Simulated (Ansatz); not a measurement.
# InSe under changes of volume

One of the cells (28.559 Å³/atom); the others are scaled copies at fixed shape and fractional positions:

```
In Se
1.0
     5.82639   -2.05465    0.00000
     5.82639    2.05465    0.00000
    -1.72323    0.00000    4.77135
In Se
2 2
Direct
  0.88820 0.88820 0.04684
  0.11180 0.11180 0.95316
  0.66093 0.66093 0.66896
  0.33907 0.33907 0.33104
```

The cell comes from a database or a generator and needn't be the stable form of this composition.

* Program: Ansatz 0.2.0
* Functional: LDA
* Potentials or basis: Ansatz PAW
* Cutoff: 420 eV (not typed: the program's choice for these potentials)
* k mesh: 7 × 7 × 6
* Occupations: fermi-dirac, width 0.05 eV
* Spin: no spin polarisation

```tsv
volume (Å³/atom)	energy over the lowest point (meV/atom)	pressure (GPa)	gap on the mesh (eV)	largest force (eV/Å)
26.846	0.00	0.4	1.10	0.409
27.417	0.63	-0.8	1.07	0.229
27.988	5.33	-1.8	1.03	0.063
28.559	13.62	-2.8	1.00	0.090
29.131	?	?	?	?
29.702	39.37	-4.4	0.93	0.358
30.273	56.13	-5.0	0.90	0.477
```

Q: What does the run at 29.131 Å³/atom give?

A: Energy over the lowest point 25.09 meV/atom; pressure -3.6 GPa; gap on the mesh 0.96 eV; largest force 0.230 eV/Å.

Worked out: A Birch-Murnaghan fit of order 3 (a polynomial in V^(-2/3)) to the other rows has its minimum at 27.05 Å³/atom with B0 = V·E''(V) = 58 GPa and B' = 4.8 at fixed shape and positions, which overstates the stiffness. It gives 25.10 meV/atom at 29.131 Å³/atom, against the run's 25.09, and -dE/dV = -3.6 GPa, against -3.6. A straight line through the other rows of the gap, of slope -1.69 eV per unit of ln V, gives 0.96 eV, against the run's 0.96.

Energies are extrapolated to zero smearing.

Caveats: odd divisions of the mesh miss points on the zone boundary, where band edges often lie, so the gap on the mesh can be too wide; spin-orbit coupling is left out, which moves the levels of the heavy elements; the PAW data sets come from PBE, with cores solved anew for the run's functional, which leaves a small shift of forces and pressure.

A mesh can miss the band edges.
